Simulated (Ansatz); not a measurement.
# W: band structure with r2SCAN

The system is W.

```xyz
1
Lattice="-1.5823 1.5823 1.5823 1.5823 -1.5823 1.5823 1.5823 1.5823 -1.5823" Properties=species:S:1:pos:R:3 pbc="T T T"
W     0.0000    0.0000    0.0000
```

```yaml
Program: Ansatz 0.2.0
Task: band structure
Functional: r2SCAN
Potentials_or_basis: Ansatz PAW
Cutoff: "500 eV (not typed: the program's choice for these potentials)"
k_mesh: 9 × 9 × 9
Occupations: fermi-dirac, width 0.05 eV
Spin: spin-orbit coupling, no magnetisation
Path: "[[\"G\", \"H\", \"N\", \"G\", \"P\", \"H\"], [\"P\", \"N\"]]"
Points_for_each_segment_of_the_path: 14
```

| Property | Result |
| --- | --- |
| Pressure | 1.8 GPa |
| Band gap on the k mesh | none (metal or under the smearing width) |

Levels at the corners of the path, in eV from the Fermi level:
| point | band 11 | band 12 | band 13 | band 14 | band 15 | band 16 | band 17 | band 18 |
| --- | --- | --- | --- | --- | --- | --- | --- | --- |
| Γ | -1.60 | -1.60 | -1.60 | -1.60 | -1.07 | -1.07 | 2.50 | 2.50 |
| H | -6.14 | -6.14 | 4.99 | 4.99 | 4.99 | 4.99 | 5.74 | 5.74 |
| N | -3.88 | -3.88 | 0.31 | 0.31 | 2.27 | 2.27 | 3.36 | 3.36 |
| Γ | -1.60 | -1.60 | -1.60 | -1.60 | -1.07 | -1.07 | 2.50 | 2.50 |
| P | -3.13 | -3.13 | -3.13 | -3.13 | 3.54 | 3.54 | 3.54 | 3.54 |
| H | -6.14 | -6.14 | 4.99 | 4.99 | 4.99 | 4.99 | 5.74 | 5.74 |
| P | -3.13 | -3.13 | -3.13 | -3.13 | 3.54 | 3.54 | 3.54 | 3.54 |
| N | -3.88 | -3.88 | 0.31 | 0.31 | 2.27 | 2.27 | 3.36 | 3.36 |

Wall time 7.4 s on 2 threads of Intel(R) Xeon(R) Processor @ 2.70GHz (shared host), peak memory 0.4 GiB.

Caveat: the PAW data sets come from PBE, with cores solved anew for the run's functional, which leaves a small shift of forces and pressure.
